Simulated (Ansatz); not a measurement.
A one-shot G0W0 calculation of ZnSe, h-MgO type (no longer in that coordination) with Ansatz 0.2.0, at the level G0W0@PBE with 149 empty bands, a screening cutoff of 80 eV and a 6×6×2 mesh. The cell was relaxed beforehand with r2SCAN.

```yaml
crystal:
  lattice:
    - [4.1513888412, 0.0, 0.0]
    - [-2.0756944206, 3.5952081974, 0.0]
    - [0.0, 0.0, 6.1747441704]
  atoms:
    - { symbol: Zn, position: [0.3333333333, 0.6666666667, 0.25] }
    - { symbol: Zn, position: [0.6666666667, 0.3333333333, 0.75] }
    - { symbol: Se, position: [0.6666666667, 0.3333333333, 0.25] }
    - { symbol: Se, position: [0.3333333333, 0.6666666667, 0.75] }
kpoints:
  mp_grid: { grid: [6, 6, 2] }
hamiltonian:
  xc: pbe
scf:
  occupations: { method: fixed }
gw:
  n_empty_bands: 149
  ecut_chi: 80
  qp_bands: [v2, c2]
  qp_kpoints: band_edges
  screening: { model: contour_deformation }
```

The output follows, shortened, with numbered blanks.
```
Functional definition: PBE
Crystal: 4 atoms, lattice volume = 92.159 Å³
Basis set: ecut = 420 eV, 1767 PW (Γ)
Bands: 34, of which v1, the nominal top of the filled ones, is band 28 counted from 1 (27 counted from 0)
[1]
SCF 1 converged in 7 iterations: F = -17578.293329 eV  dr2 = 2.81e-8
Free energy (F): -17578.293329 eV
Fermi energy:    7.000089 eV
--- G₀W₀: contour deformation, 8 samples at zero and on the imaginary axis and 1 off it, 72 q-points, 149 empty bands' worth ---
    ik  band        ε_KS         Σx   Σc(E_QP)       V_xc       Z   E_QP_lin       E_QP  E_QP is
     0    27      6.2932   -21.9070     2.3566   -18.9933  0.7452     5.7138     5.7361  root
     0    28      7.0001   -17.7971     2.1186   -15.2438  0.7373     6.5536     6.5653  root
     0    29      7.3366    -9.7771    -3.4557   -13.6836  0.7655     7.7994     7.7874  root
     0    30      7.8423   -10.2751    -3.5170   -14.2596  0.7700     8.3236     8.3098  root
     1    27      5.8784   -21.8024     2.5371   -18.6557  0.7421     5.2391     5.2689  root
     1    28      5.8784   -21.8024     2.5371   -18.6557  0.7421     5.2391     5.2689  root
     1    29      8.5672    -9.7822    -3.6755   -13.9164  0.7614     9.0386     9.0260  root
     1    30      8.5672    -9.7822    -3.6755   -13.9164  0.7614     9.0386     9.0260  root
     2    27      5.9892   -21.0811     2.3719   -18.1527  0.7431     5.4100     5.4327  root
     2    28      6.8436   -17.9787     2.1861   -15.3296  0.7364     6.3668     6.3806  root
     2    29      8.6551   -10.2604    -3.5331   -14.2046  0.7598     9.0760     9.0662  root
     2    30      9.3076   -11.1324    -3.5472   -15.1218  0.7598     9.7619     9.7499  root
     3    27  [2]
     3    28      5.5652   -19.5116     2.5850   -16.3263  0.7313     4.9352     4.9649  root
     3    29      9.5847    -9.7391    -3.9184   -14.1284  0.7558    10.0701    10.0556  root
     3    30      9.5847    -9.7391    -3.9184   -14.1284  0.7558    10.0701    10.0556  root
     4    27      5.4257   -19.6481     2.4227   -16.6717  0.7369     4.8498     4.8721  root
     4    28  [3]
     4    29  [4]
     4    30  [5]
     5    27      5.8309   -19.1258     2.5668   -15.9758  0.7296     5.2211     5.2477  root
     5    28      5.8309   -19.1258     2.5668   -15.9758  0.7296     5.2211     5.2477  root
     5    29      9.8070    -8.3372    -3.8754   -12.5286  0.7621    10.1290    10.1231  root
     5    30  [6]
     6    27      5.1661   -18.9435     2.4342   -15.9616  0.7357     4.5955     4.6184  root
     6    28  [7]
     6    29      8.7597    -8.3098    -3.6040   -12.1582  0.7682     9.0070     9.0040  root
     6    30     10.1794    -9.5412    -3.9417   -13.9012  0.7574    10.6086    10.5977  root
     7    27      6.0624   -19.3890     2.5295   -16.2877  0.7320     5.4653     5.4906  root
     7    28      6.0624   -19.3890     2.5295   -16.2877  0.7320     5.4653     5.4906  root
     7    29      9.7488    -8.7196    -3.7426   -12.7434  0.7643    10.0344    10.0301  root
     7    30      9.7488    -8.7196    -3.7426   -12.7434  0.7643    10.0344    10.0301  root
    11    27      6.2160   -19.6508     2.5216   -16.5673  0.7337     5.6301     5.6541  root
    11    28      6.2160   -19.6508     2.5216   -16.5673  0.7337     5.6301     5.6541  root
    11    29     10.6167    -7.3495    -3.9552   -11.5265  0.7608    10.8410    10.8385  root
    11    30     10.6167    -7.3495    -3.9552   -11.5265  0.7608    10.8410    10.8385  root
  […]
```

The points are ik 0 = (0, 0, 0) (Γ), ik 1 = (0, 0, -1/2), ik 2 = (0, 1/6, 0), ik 3 = (0, 1/6, -1/2), ik 4 = (0, 1/3, 0), ik 5 = (0, 1/3, -1/2), ik 6 = (0, -1/2, 0), ik 7 = (0, -1/2, -1/2), ik 11 = (1/6, 1/3, -1/2), ik 12 = (1/3, 1/3, 0), ik 13 = (1/3, 1/3, -1/2); band 28 is the last filled one.

Task: Give the withheld lines. They hold quasiparticle rows, the symmetry found.

Result:
```
[1]
Symmetry: 24 space group operations
Space group: P63/mmc (ITA 194)
[2]
     3    27      5.5652   -19.5116     2.5850   -16.3263  0.7313     4.9352     4.9649  root
[3]
     4    28      6.2735   -18.1349     2.3747   -15.2212  0.7319     5.7132     5.7345  root
[4]
     4    29      8.9314    -8.4614    -3.6813   -12.4389  0.7660     9.2326     9.2275  root
[5]
     4    30     10.1514    -9.8265    -3.9471   -14.2235  0.7562    10.6142    10.6011  root
[6]
     5    30      9.8070    -8.3372    -3.8754   -12.5286  0.7621    10.1290    10.1231  root
[7]
     6    28      5.6876   -18.1347     2.5685   -14.9679  0.7259     5.0601     5.0893  root
```
The trailing digits, and the zero of the energies, depend on the potentials and thresholds.

Over the mesh points the PBE gap of 0.34 eV becomes a quasiparticle gap of 1.22 eV (direct at Γ), a change of +0.88 eV. Renormalisation factors Z lie between 0.71 and 0.77. No extrapolation in bands, cutoff or mesh was made for G0W0.

Run as `ansatz run input.yaml --threads 2 --pin off --max-ram 3686MiB --backend cpu --events-out ev --progress --plain --runs-dir out`.

Task: What wall time did it need on 2 threads of Arm Neoverse V1 (shared host), and how much host memory at the peak?

Result: About 80 s, with a peak of 0.47 GiB.

No spin polarisation and no zero-point or thermal motion; the cell was built from a prototype and may be hypothetical.

Spin-orbit coupling is left out.

For so narrow a gap this mesh doesn't settle the screening, and the bands and cutoff are finite.

With a shallow d shell on the cation, G0W0 converges slowly in bands and cutoff, so these values are in doubt.
